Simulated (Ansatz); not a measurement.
A run of Ansatz 0.2.0 is set up as follows.

Contents of input.yaml:

```yaml
crystal:
  lattice: { a: 5.88028091, b: 5.88028091, c: 3.19860398, alpha: 90.0, beta: 90.0, gamma: 90.0 }
  space_group: 141
  setting: { origin_choice: 1 }
  reduce_to_primitive: true
  atoms:
    - { symbol: Sn, wyckoff: "4a", position: [0.0, 0.0, 0.0] }
hamiltonian:
  xc: blyp
  pseudopotentials: { kind: nc, source: spms }
  dispersion: d4
kpoints:
  mp_grid: { grid: [9, 9, 9] }
scf:
  occupations: { method: cold, width: 0.15 }
output:
  forces: true
  stress: true
  eigenvalues: true
```

Potentials or basis: SPMS NC.

Run with:

```bash
$ ansatz run input.yaml --threads 1 --pin off --max-ram 2560MiB --backend cpu --events-out ev --progress --plain --runs-dir out
```

Problem. Estimate the band gap on the k mesh.

Solution. None (metal or under the smearing width).

Problem. What does it give for the pressure?

Solution. 0.7 GPa.

Stress tensor (GPa, compression positive):
```
0.83 0.00 0.00
0.00 0.83 0.00
0.00 0.00 0.52
```

Caveat: the potentials were made for another functional, which shifts forces and pressure; the pressure holds a Pulay correction of +0.6 GPa for the finite cutoff; pairwise dispersion overbinds metals, which lowers pressure and volume.
